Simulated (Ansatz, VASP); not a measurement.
## NaCl: VASP beside Ansatz

POSCAR

```
NaCl
1.0
    4.7210753017      0.0000000000      0.0000000000
   -2.3605376508      4.0885711444      0.0000000000
    0.0000000000      0.0000000000      5.6251776190
Na Cl
2 2
Direct
    0.3333333333      0.6666666667     -0.0625000000
    0.6666666667      0.3333333333      0.4375000000
    0.3333333333      0.6666666667      0.4375000000
    0.6666666667      0.3333333333      0.9375000000
```

File INCAR.step1:

```
SYSTEM = NaCl
ALGO = Normal
EDIFF = 1E-4
ENCUT = 520
GGA = PE
ISMEAR = 0
LASPH = .TRUE.
LCHARG = .FALSE.
LREAL = .FALSE.
LWAVE = .TRUE.
NBANDS = 22
NELM = 60
PREC = Accurate
SIGMA = 0.01
```

The input INCAR.step2:

```
SYSTEM = NaCl
ALGO = Normal
EDIFF = 1E-7
ENCUT = 520
ISIF = 2
ISMEAR = 0
ISTART = 1
LASPH = .TRUE.
LCHARG = .FALSE.
LMIXTAU = .TRUE.
LREAL = .FALSE.
LWAVE = .FALSE.
METAGGA = R2SCAN
NBANDS = 22
NELM = 60
PREC = Accurate
SIGMA = 0.01
```

KPOINTS

```
k-points
0
G
  6 6 6
  0 0 0
```

Input for Ansatz:

```yaml
crystal:
  lattice:
    - [4.7210753017, 0.0, 0.0]
    - [-2.3605376508, 4.0885711444, 0.0]
    - [0.0, 0.0, 5.625177619]
  atoms:
    - { symbol: Na, position: [0.3333333333, 0.6666666667, -0.0625] }
    - { symbol: Na, position: [0.6666666667, 0.3333333333, 0.4375] }
    - { symbol: Cl, position: [0.3333333333, 0.6666666667, 0.4375] }
    - { symbol: Cl, position: [0.6666666667, 0.3333333333, 0.9375] }
kpoints:
  mp_grid: { grid: [6, 6, 6] }
  band_path:
    path:
      - [0.0, 0.0, 0.0]
      - [0.5, 0.0, 0.0]
      - [0.3333333333, 0.3333333333, 0.0]
      - [0.0, 0.0, 0.5]
      - [0.5, 0.0, 0.5]
      - [0.3333333333, 0.3333333333, 0.5]
    npoints: 1
hamiltonian:
  xc: r2scan
scf:
  occupations: { method: fixed }
  n_extra_bands: 5
output:
  forces: true
  stress: true
  eigenvalues: true
```

Change from the starting cell: uniaxial_z strain +1.0%.

Alike in both runs: task single point; functional r2SCAN; k mesh 6 × 6 × 6; no spin polarisation.

|  | VASP | Ansatz |
| --- | --- | --- |
| version | VASP 6.6.1 | Ansatz 0.2.0 |
| potentials or method | VASP PAW PBE potentials, release 64 (Na_pv, Cl) | plane waves, PAW |
| plane-wave cutoff (eV) | 520 | 500 |
| occupations | gaussian, width 0.01 eV | fixed |
| valence electrons in the cell | 28 | 32 |

VASP gave:

```
gap on the k mesh at the Fermi level (eV)       : 5.44
pressure (GPa)                                  : -0.4
largest component of the traceless stress (GPa) : 0.27
```

**Question.** Estimate Ansatz's values.

**Answer.** gap on the k mesh at the Fermi level (eV): 5.43; pressure (GPa): -0.2; largest component of the traceless stress (GPa): 0.24.

The two sets of potentials don't hold the same shells in valence.

Caveats: the PAW data sets were made with another functional, which shifts forces and pressure a little (VASP). A k mesh can miss the band edges.
